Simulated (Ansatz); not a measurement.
# BaTe (P6_3/mmc) at 3 levels of theory

One geometry, relaxed with PBE; plane waves with PAW potentials in Ansatz, scalar-relativistic unless the row names spin-orbit coupling. No spin polarisation but for the spin–orbit row. Gaps are the least over mesh and band path; pressure is positive in compression.

```cif
data_structure
_symmetry_space_group_name_H-M 'P 1'
_symmetry_Int_Tables_number 1
_cell_length_a 4.8490
_cell_length_b 4.8490
_cell_length_c 8.6069
_cell_angle_alpha 90.000
_cell_angle_beta 90.000
_cell_angle_gamma 120.000
_cell_volume 175.26
loop_
_atom_site_label
_atom_site_type_symbol
_atom_site_fract_x
_atom_site_fract_y
_atom_site_fract_z
_atom_site_occupancy
Ba1 Ba 0.66667 0.33333 0.75000 1
Ba2 Ba 0.33333 0.66667 0.25000 1
Te1 Te 0.00000 0.00000 0.00000 1
Te2 Te 0.00000 0.00000 0.50000 1
```

| level | cutoff (eV) | k mesh | gap (eV) | pressure (GPa) |
| --- | --- | --- | --- | --- |
| PBE | 420 | 6×6×4 | 1.37 | 0.0 |

Question: What comes out on the same cell with r2SCAN, PBE with spin-orbit coupling?

Answer:
```tsv
level	cutoff (eV)	k mesh	gap (eV)	pressure (GPa)
r2SCAN	500	6×6×4	1.65	0.0
PBE with spin-orbit coupling	420	6×6×4	1.28	0.0
```

Spin-orbit coupling matters for the bands of heavy elements and enters only rows that name it.

The cell was found from a structure generator's guess, not taken from experiment.
